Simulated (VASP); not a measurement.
**AgI (Iodargyrite): relaxation of cell and atoms with LDA**

Crystal: AgI (Iodargyrite).

```
Ag I
1.0
     4.59000    0.00000    0.00000
    -2.29500    3.97506    0.00000
     0.00000    0.00000    7.52000
Ag I
2 2
Direct
  0.66667 0.33333 0.63000
  0.33333 0.66667 0.13000
  0.66667 0.33333 0.00000
  0.33333 0.66667 0.50000
```

```yaml
Program: VASP 6.6.1
Task: relaxation of cell and atoms
Functional: LDA
Potentials_or_basis: VASP PAW LDA potentials, release 64 (Ag, I)
Cutoff: 600 eV
k_mesh: 9 × 9 × 4
Occupations: gaussian, width 0.03 eV
Spin: no spin polarisation
Further_INCAR_settings: ALGO = Normal; EDIFF = 1e-06; IBRION = 2; EDIFFG = -0.01; NSW = 90; ISIF = 3
```

The relaxed volume is 31.94 Å³/atom and the relaxed cell is a = 4.481 Å, b = 4.481 Å, c = 7.348 Å, α = 90.00°, β = 90.00°, γ = 120.00°. The space group after relaxing (to 0.05 Å) is P6_3mc (No. 186) and the energy gained by relaxing is 19.5 meV/atom. The ionic steps are 13, the pressure after relaxing is 0.0 GPa and the largest force after relaxing is 0.004 eV/Å. The band gap on the k mesh is 1.13 eV, direct.

Forces on the atoms (eV/Å):
```
Ag   0.000  0.000 -0.004
Ag   0.000  0.000 -0.004
I    0.000  0.000  0.004
I    0.000  0.000  0.004
```

Step by step:
```tsv
step	energy change (eV)	largest force (eV/Å)	pressure (GPa)	volume (Å³)
1	0.0000	0.0770	-2.43	137.21
2	-0.0764	0.0505	0.25	127.14
3	-0.0769	0.0538	0.01	127.82
4	-0.0769	0.0530	0.04	127.64
5	-0.0774	0.0182	0.07	127.66
6	-0.0774	0.0119	0.07	127.67
7	-0.0776	0.0102	0.02	127.91
8	-0.0775	0.0076	-0.08	128.30
9	-0.0775	0.0085	-0.11	128.16
10	-0.0776	0.0094	-0.05	128.03
11	-0.0777	0.0109	-0.05	128.04
12	-0.0778	0.0149	-0.05	128.06
13	-0.0779	0.0038	0.01	127.77
```

Final structure:
```
Ag I
1.0
     4.48077    0.00000    0.00000
    -2.24039    3.88046    0.00000
     0.00000    0.00000    7.34833
Ag I
2 2
Direct
  0.66667 0.33333 0.62808
  0.33333 0.66667 0.12808
  0.66667 0.33333 0.00192
  0.33333 0.66667 0.50192
```

Levels at points of the mesh, in eV from the valence-band top:
```csv
k point,band 16,band 17,band 18,band 19,band 20,band 21
"(0.00, 0.00, 0.00)",-0.09,0.00,0.00,1.13,2.42,5.52
"(0.00, 0.00, 0.50)",-0.43,-0.43,-0.43,2.49,2.49,5.45
```

It took 9.8 min on 1 thread of Intel(R) Xeon(R) 6975P-C (Granite Rapids), on a shared host, peak memory 0.33 GiB.

Caveat: spin-orbit coupling is left out, which moves the levels of the heavy elements. LDA usually gives volumes a few per cent too small.
